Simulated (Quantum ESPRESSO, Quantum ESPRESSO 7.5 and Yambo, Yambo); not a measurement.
# A GW chain in Yambo: KBr (Fm-3m)

How does a plane-wave GW calculation on KBr (Fm-3m) run from the first input to the gap?

Program: Quantum ESPRESSO 7.5 and Yambo 5.3.0. Level of theory: PBE and many-body steps on it, plane waves. Results are calculated unless marked as measured.

## (1) The starting structure

Symmetry: Fm-3m, No. 225, cubic system. The conventional cell has a = 6.600 Å, b = 6.600 Å, c = 6.600 Å, α = 90.00°, β = 90.00°, γ = 90.00°. Nearest to K lie 6 Br at 3.30 Å. Nearest to Br lie 6 K at 3.30 Å. Farther neighbours and most contacts between anions are not listed.

The cell and positions come from the Crystallography Open Database and are kept as given unless a step says otherwise.

## (2) Ground state

This step: Quantum ESPRESSO 7.5; DFT, PBE, plane waves, norm-conserving pseudopotentials.

The ground-state density comes first.

Contents of pw.in:

```
&control
  calculation = 'scf'
  prefix = 'x'
  outdir = 'o'
  pseudo_dir = 'pseudo'
/
&system
  ibrav = 0
  nat = 2
  ntyp = 2
  ecutwfc = 76.0
  nbnd = 18
  force_symmorphic = .true.
/
&electrons
  conv_thr = 1e-10
  electron_maxstep = 80
  mixing_beta = 0.5
/
ATOMIC_SPECIES
  K 39.098 K.upf
  Br 79.904 Br.upf
CELL_PARAMETERS angstrom
  0.0000000000 3.3000000000 3.3000000000
  3.3000000000 0.0000000000 3.3000000000
  3.3000000000 3.3000000000 0.0000000000
ATOMIC_POSITIONS crystal
  K 0.0000000000 0.0000000000 0.0000000000
  Br 0.5000000000 0.5000000000 0.5000000000
K_POINTS automatic
  6 6 6 0 0 0
```

Launch:

```bash
$ OMP_NUM_THREADS=1 mpirun -n 4 pw.x -nk 4 -in pw.in > pw.out
```

The program printed:

```text
Program PWSCF v.7.5 starts

     This program is part of the open-source Quantum ESPRESSO suite
     for quantum simulation of materials; please cite
         "P. Giannozzi et al., J. Phys.:Condens. Matter 21 395502 (2009);
         "P. Giannozzi et al., J. Phys.:Condens. Matter 29 465901 (2017);
         "P. Giannozzi et al., J. Chem. Phys. 152 154105 (2020);
     in publications or presentations arising from this work. More details at
     Message from routine setup:
     using ibrav=0 with symmetry is DISCOURAGED, use correct ibrav instead

     G-vector sticks info

     bravais-lattice index     =            0
     lattice parameter (alat)  =       8.8192  a.u.
     unit-cell volume          =     485.0298 (a.u.)^3
     number of atoms/cell      =            2
     number of atomic types    =            2
     number of electrons       =        26.00
     number of Kohn-Sham states=           18
     kinetic-energy cutoff     =      76.0000  Ry
     charge density cutoff     =     304.0000  Ry
     scf convergence threshold =      1.0E-10
     mixing beta               =       0.5000
     number of iterations used =            8  plain     mixing
     Exchange-correlation= PBE
                           (   1   4   3   4   0   0   0)

     celldm(1)=   8.819172  celldm(2)=   0.000000  celldm(3)=   0.000000
     celldm(4)=   0.000000  celldm(5)=   0.000000  celldm(6)=   0.000000

     crystal axes: (cart. coord. in units of alat)
               a(1) = (   0.000000   0.707107   0.707107 )
               a(2) = (   0.707107   0.000000   0.707107 )
               a(3) = (   0.707107   0.707107   0.000000 )

     reciprocal axes: (cart. coord. in units 2 pi/alat)
               b(1) = ( -0.707107  0.707107  0.707107 )
               b(2) = (  0.707107 -0.707107  0.707107 )
               b(3) = (  0.707107  0.707107 -0.707107 )
     Pseudo is Norm-conserving + core correction, Zval =  9.0
     Generated using ONCVPSP code by D. R. Hamann
     Using radial grid of 2222 points,  6 beta functions with:
     Pseudo is Norm-conserving + core correction, Zval = 17.0
     Generated using ONCVPSP code by D. R. Hamann
     Using radial grid of 1098 points,  6 beta functions with:
     K                 9.00    39.09800     K ( 1.00)
     Br               17.00    79.90400     Br( 1.00)

     48 Sym. Ops., with inversion, found

   Cartesian axes

     site n.     atom                  positions (alat units)
         1        K      tau(   1) = (   0.0000000   0.0000000   0.0000000  )
         2        Br     tau(   2) = (   0.7071068   0.7071068   0.7071068  )

     number of k points=    16
                       cart. coord. in units 2pi/alat
        k(    1) = (   0.0000000   0.0000000   0.0000000), wk =   0.0092593
        k(    2) = (   0.1178511   0.1178511  -0.1178511), wk =   0.0740741
        k(    3) = (   0.2357023   0.2357023  -0.2357023), wk =   0.0740741
        k(    4) = (  -0.3535534  -0.3535534   0.3535534), wk =   0.0370370
        k(    5) = (   0.2357023   0.0000000  -0.0000000), wk =   0.0555556
        k(    6) = (   0.3535534   0.1178511  -0.1178511), wk =   0.2222222
        k(    7) = (  -0.2357023  -0.4714045   0.4714045), wk =   0.2222222
        k(    8) = (  -0.1178511  -0.3535534   0.3535534), wk =   0.2222222
        k(    9) = (   0.0000000  -0.2357023   0.2357023), wk =   0.1111111
        k(   10) = (   0.4714045   0.0000000  -0.0000000), wk =   0.0555556
     [... 4 further rows ...]
        k(   15) = (  -0.1178511  -0.3535534   0.5892557), wk =   0.2222222
        k(   16) = (  -0.7071068   0.2357023   0.0000000), wk =   0.1111111

     Dense  grid:    43599 G-vectors     FFT dimensions: (  50,  50,  50)

     Initial potential from superposition of free atoms

     starting charge      25.9807, renormalised to      26.0000
     Starting wfcs are   14 randomized atomic wfcs +    4 random wfcs

     per-process dynamical memory:    36.9 Mb

     Self-consistent Calculation

     iteration #  1     ecut=    76.00 Ry     beta= 0.50

     Threshold (ethr) on eigenvalues was too large:
     Diagonalizing with lowered threshold

     total energy              =    -331.11329278 Ry
     estimated scf accuracy    <       0.04170648 Ry

     iteration #  2     ecut=    76.00 Ry     beta= 0.50

     total energy              =    -331.12118008 Ry
     estimated scf accuracy    <       0.00243824 Ry

     iteration #  3     ecut=    76.00 Ry     beta= 0.50

     total energy              =    -331.12168411 Ry
     estimated scf accuracy    <       0.00053538 Ry

     iteration #  4     ecut=    76.00 Ry     beta= 0.50

     total energy              =    -331.12177003 Ry
     estimated scf accuracy    <       0.00002068 Ry

     iteration #  5     ecut=    76.00 Ry     beta= 0.50

     total energy              =    -331.12177779 Ry
     estimated scf accuracy    <       0.00000444 Ry

     iteration #  6     ecut=    76.00 Ry     beta= 0.50

     total energy              =    -331.12177894 Ry
     estimated scf accuracy    <       0.00000002 Ry

     iteration #  7     ecut=    76.00 Ry     beta= 0.50

     total energy              =    -331.12177898 Ry
     estimated scf accuracy    <          2.6E-09 Ry

     iteration #  8     ecut=    76.00 Ry     beta= 0.50

     total energy              =    -331.12177898 Ry
     estimated scf accuracy    <          3.7E-10 Ry

     iteration #  9     ecut=    76.00 Ry     beta= 0.50

     total energy              =    -331.12177898 Ry
     estimated scf accuracy    <          1.1E-10 Ry

     iteration # 10     ecut=    76.00 Ry     beta= 0.50

     End of self-consistent calculation

          k = 0.0000 0.0000 0.0000 (  5521 PWs)   bands (ev):

   -56.1051 -56.1051 -56.1030 -56.1030 -56.1030 -25.6928 -10.2110  -9.1698
    -9.1698  -9.1698   2.0853   2.0853   2.0853   6.5214   9.6944   9.6944
     9.6944  10.5130

          k = 0.1179 0.1179-0.1179 (  5444 PWs)   bands (ev):

   -56.1051 -56.1051 -56.1030 -56.1030 -56.1030 -25.6914 -10.2618  -9.1712
    -9.1712  -9.1016   1.7204   1.9968   1.9968   7.1770   9.5543  10.0172
    10.0172  10.8674

          k = 0.2357 0.2357-0.2357 (  5429 PWs)   bands (ev):

   -56.1051 -56.1051 -56.1030 -56.1030 -56.1030 -25.6886 -10.3489  -9.1739
    -9.1739  -8.9790   1.1485   1.8306   1.8306   8.2855   9.8060  10.8789
    10.8789  11.7584

          k =-0.3536-0.3536 0.3536 (  5444 PWs)   bands (ev):

     [... further k-points ...]

     highest occupied, lowest unoccupied level (ev):     2.0853    6.5214

!    total energy              =    -331.12177898 Ry
     estimated scf accuracy    <          3.8E-12 Ry

     The total energy is the sum of the following terms:
     one-electron contribution =    -219.69576738 Ry
     hartree contribution      =     108.73966860 Ry
     xc contribution           =     -57.41504571 Ry
     ewald contribution        =    -162.75063449 Ry

     convergence has been achieved in  10 iterations

     XML data file, charge density, pseudopotentials, collected wavefunctions

=------------------------------------------------------------------------------=
   JOB DONE.
=------------------------------------------------------------------------------=
```

Run time: 8 s. Hardware: 4 MPI ranks of Arm Neoverse V2, shared host; peak memory 0.31 GiB; 32 s of CPU time.

This step gave:

- total energy: -4505.1413 eV
- gap: 4.436 eV
- k of the valence top: 0, 0, 0
- k of the conduction bottom: 0, 0, 0
- least direct gap: 4.436 eV

The gap is direct, at Γ.

## (3) Bands along the symmetry lines

The cheap functional maps the bands first; the places of the edges decide which points the dearer methods must see.

Contents of pw.in:

```
&control
  calculation = 'bands'
  prefix = 'x'
  outdir = 'o'
  pseudo_dir = 'pseudo'
/
&system
  ibrav = 0
  nat = 2
  ntyp = 2
  ecutwfc = 76.0
  nbnd = 19
  force_symmorphic = .true.
/
&electrons
  conv_thr = 1e-9
  electron_maxstep = 80
  diago_full_acc = .true.
  diago_thr_init = 5e-6
/
ATOMIC_SPECIES
  K 39.098 K.upf
  Br 79.904 Br.upf
CELL_PARAMETERS angstrom
  0.0000000000 3.3000000000 3.3000000000
  3.3000000000 0.0000000000 3.3000000000
  3.3000000000 3.3000000000 0.0000000000
ATOMIC_POSITIONS crystal
  K 0.0000000000 0.0000000000 0.0000000000
  Br 0.5000000000 0.5000000000 0.5000000000
K_POINTS crystal
  50
  0.00000000 0.00000000 0.00000000 1
  0.06250000 0.00000000 0.06250000 1
  0.12500000 0.00000000 0.12500000 1
  0.18750000 0.00000000 0.18750000 1
  0.25000000 0.00000000 0.25000000 1
  0.31250000 0.00000000 0.31250000 1
  0.37500000 0.00000000 0.37500000 1
  0.43750000 0.00000000 0.43750000 1
  0.50000000 0.00000000 0.50000000 1
  0.51562500 0.03125000 0.51562500 1
  0.53125000 0.06250000 0.53125000 1
  0.54687500 0.09375000 0.54687500 1
  0.56250000 0.12500000 0.56250000 1
  0.57812500 0.15625000 0.57812500 1
  0.59375000 0.18750000 0.59375000 1
  0.60937500 0.21875000 0.60937500 1
  0.62500000 0.25000000 0.62500000 1
  0.37500000 0.37500000 0.75000000 1
  0.32812500 0.32812500 0.65625000 1
  0.28125000 0.28125000 0.56250000 1
  0.23437500 0.23437500 0.46875000 1
  0.18750000 0.18750000 0.37500000 1
  0.14062500 0.14062500 0.28125000 1
  0.09375000 0.09375000 0.18750000 1
  0.04687500 0.04687500 0.09375000 1
  0.00000000 0.00000000 0.00000000 1
  0.06250000 0.06250000 0.06250000 1
  0.12500000 0.12500000 0.12500000 1
  0.18750000 0.18750000 0.18750000 1
  0.25000000 0.25000000 0.25000000 1
  0.31250000 0.31250000 0.31250000 1
  0.37500000 0.37500000 0.37500000 1
  0.43750000 0.43750000 0.43750000 1
  0.50000000 0.50000000 0.50000000 1
  0.50000000 0.46875000 0.53125000 1
  0.50000000 0.43750000 0.56250000 1
  0.50000000 0.40625000 0.59375000 1
  0.50000000 0.37500000 0.62500000 1
  0.50000000 0.34375000 0.65625000 1
  0.50000000 0.31250000 0.68750000 1
  0.50000000 0.28125000 0.71875000 1
  0.50000000 0.25000000 0.75000000 1
  0.50000000 0.21875000 0.71875000 1
  0.50000000 0.18750000 0.68750000 1
  0.50000000 0.15625000 0.65625000 1
  0.50000000 0.12500000 0.62500000 1
  0.50000000 0.09375000 0.59375000 1
  0.50000000 0.06250000 0.56250000 1
  0.50000000 0.03125000 0.53125000 1
  0.50000000 0.00000000 0.50000000 1
```

The program printed:

```text
[banner, memory and clock lines left out]
Program PWSCF v.7.5 starts

     Atomic positions and unit cell read from directory:
     o/x.save/

     Message from routine setup:
     using ibrav=0 with symmetry is DISCOURAGED, use correct ibrav instead

     G-vector sticks info

     bravais-lattice index     =            0
     lattice parameter (alat)  =       8.8192  a.u.
     unit-cell volume          =     485.0298 (a.u.)^3
     number of atoms/cell      =            2
     number of atomic types    =            2
     number of electrons       =        26.00
     number of Kohn-Sham states=           19
     kinetic-energy cutoff     =      76.0000  Ry
     charge density cutoff     =     304.0000  Ry
     Exchange-correlation= PBE
                           (   1   4   3   4   0   0   0)

     celldm(1)=   8.819172  celldm(2)=   0.000000  celldm(3)=   0.000000
     celldm(4)=   0.000000  celldm(5)=   0.000000  celldm(6)=   0.000000

     crystal axes: (cart. coord. in units of alat)
               a(1) = (   0.000000   0.707107   0.707107 )
               a(2) = (   0.707107   0.000000   0.707107 )
               a(3) = (   0.707107   0.707107   0.000000 )

     reciprocal axes: (cart. coord. in units 2 pi/alat)
               b(1) = ( -0.707107  0.707107  0.707107 )
               b(2) = (  0.707107 -0.707107  0.707107 )
               b(3) = (  0.707107  0.707107 -0.707107 )
     Pseudo is Norm-conserving + core correction, Zval =  9.0
     Generated using ONCVPSP code by D. R. Hamann
     Using radial grid of 2222 points,  6 beta functions with:
     Pseudo is Norm-conserving + core correction, Zval = 17.0
     Generated using ONCVPSP code by D. R. Hamann
     Using radial grid of 1098 points,  6 beta functions with:
     K                 9.00    39.09800     K ( 1.00)
     Br               17.00    79.90400     Br( 1.00)

     48 Sym. Ops., with inversion, found

   Cartesian axes

     site n.     atom                  positions (alat units)
         1        K      tau(   1) = (   0.0000000   0.0000000   0.0000000  )
         2        Br     tau(   2) = (   0.7071068   0.7071068   0.7071068  )

     number of k points=    50
                       cart. coord. in units 2pi/alat
        k(    1) = (   0.0000000   0.0000000   0.0000000), wk =   0.0400000
        k(    2) = (   0.0000000   0.0883883   0.0000000), wk =   0.0400000
        k(    3) = (   0.0000000   0.1767767   0.0000000), wk =   0.0400000
[...]
[... 38 further rows ...]
        k(   49) = (   0.0441942   0.7071068   0.0000000), wk =   0.0400000
        k(   50) = (   0.0000000   0.7071068   0.0000000), wk =   0.0400000

     Dense  grid:    43599 G-vectors     FFT dimensions: (  50,  50,  50)

     The potential is recalculated from file :
     o/x.save/charge-density

     Starting wfcs are   14 randomized atomic wfcs +    5 random wfcs

     Band Structure Calculation

     End of band structure calculation

          k = 0.0000 0.0000 0.0000 (  5521 PWs)   bands (ev):

   -56.1051 -56.1051 -56.1029 -56.1029 -56.1029 -25.6928 -10.2110  -9.1698
    -9.1698  -9.1698   2.0853   2.0853   2.0853   6.5214   9.6944   9.6944
     9.6944  10.5130  10.5130

          k = 0.0000 0.0884 0.0000 (  5433 PWs)   bands (ev):

   -56.1051 -56.1051 -56.1029 -56.1029 -56.1029 -25.6925 -10.2212  -9.1711
[...]
9.7935  10.5420  10.6191

          k = 0.0000 0.1768 0.0000 (  5425 PWs)   bands (ev):

[...]
10.0832  10.6267  10.9182

          k =-0.0000 0.2652 0.0000 (  5413 PWs)   bands (ev):

[...]
k = 0.0000 0.4419-0.0000 (  5437 PWs)   bands (ev):

[...]
k =-0.0000 0.5303 0.0000 (  5446 PWs)   bands (ev):

[...]
k = 0.0000 0.6187-0.0000 (  5430 PWs)   bands (ev):

[...]
k = 0.4640 0.4640-0.0000 (  5404 PWs)   bands (ev):

[...]
k = 0.3315 0.3315-0.0000 (  5416 PWs)   bands (ev):

[...]
k = 0.3094 0.7071-0.0000 (  5428 PWs)   bands (ev):

[...]
k = 0.2210 0.7071-0.0000 (  5428 PWs)   bands (ev):

[...]
k = 0.1768 0.7071-0.0000 (  5418 PWs)   bands (ev):

[...]
k = 0.0442 0.7071 0.0000 (  5432 PWs)   bands (ev):

[...]
11.5282  11.7231  12.8320

          k = 0.0000 0.7071 0.0000 (  5434 PWs)   bands (ev):

   -56.1051 -56.1051 -56.1030 -56.1029 -56.1029 -25.6856 -10.1138  -9.2601
    -9.2057  -9.2057   1.2739   1.8005   1.8005   7.9565   9.2889  11.4404
    11.5903  11.7409  12.7997

     XML data file, pseudopotentials, collected wavefunctions
```

Wall time 8 s (4 MPI ranks); peak memory 0.26 GiB.

This step gave:

- gap: 4.436 eV
- k of the valence top: 0, 0, 0
- k of the conduction bottom: 0, 0, 0
- least direct gap: 4.436 eV

The gap is 4.436 eV, as in the run before at this level.

The electronic bands at the labelled points (eV, zero at the top of the highest filled band):

```
    point  band 10  band 11  band 12  band 13  band 14  band 15  band 16  band 17
        Γ   -11.26     0.00     0.00     0.00     4.44     7.61     7.61     7.61
  halfway   -11.17    -0.71    -0.16    -0.16     5.90     6.54     8.84     9.05
        X   -11.29    -0.81    -0.28    -0.28     5.87     7.20     9.36     9.51
  halfway   -11.26    -0.78    -0.40    -0.30     6.08     7.46     9.12     9.51
        U   -11.18    -0.69    -0.64    -0.33     6.60     8.16     8.46     9.16
jump to K   -11.18    -0.69    -0.64    -0.33     6.60     8.16     8.46     9.16
  halfway   -11.10    -0.78    -0.24    -0.24     6.16     7.28     8.38     8.88
        Γ   -11.26     0.00     0.00     0.00     4.44     7.61     7.61     7.61
  halfway   -11.12    -0.67    -0.17    -0.17     5.69     7.49     8.31     8.31
        L   -11.01    -1.18    -0.33    -0.33     6.59     8.23     9.74     9.74
  halfway   -11.09    -0.96    -0.47    -0.36     7.02     7.80     8.89     9.31
        W   -11.16    -0.59    -0.59    -0.54     7.39     7.39     8.26     9.00
  halfway   -11.22    -0.75    -0.41    -0.38     6.29     7.66     8.73     9.39
        X   -11.29    -0.81    -0.28    -0.28     5.87     7.20     9.36     9.51
```

The electronic bands as a text plot (rows in eV, shown from -8.0 to 8.4 only):

```
    8.1 |+ ++            +++    +++++ ++ ++++  ++++++++  ++++
    7.4 |++++      ++++++   +++++++++++++++++++        +++++ ++++
    6.7 |    ++++++      +++  ++               ++++++++     +
    6.0 |     +++++++++++       +            ++              ++++
    5.3 |    +                   ++        ++
    4.7 |++++                      ++++++++
    4.0 |
    3.3 |
    2.6 |
    1.9 |
    1.2 |
    0.6 |
   -0.1 |************************************************    ****
   -0.8 |    **********************         *****   *************
   -1.5 |                                        ***
   -2.2 |
   -2.9 |
   -3.6 |
   -4.2 |
   -4.9 |
   -5.6 |
   -6.3 |
   -7.0 |
   -7.7 |
         Γ           X  U|K            Γ         L        W     X
```

(Continued in part 2 of 2.)

[Paths, hosts, dates, memory and timing lines, banners, echoed tables and standing remarks are left out of the program output.]

[Logs are printed without paths, hosts, clocks, repeated set-up lines and the standing remarks that a program may print on its own settings, such as how far it seeks lower states.]

[Runs of the session that timed out or met a known fault of the program may be left out.]

[Hosts, paths, dates, database ids (printed as entryN), source tags and the programs' standing remarks are cut or masked in the printed files.]
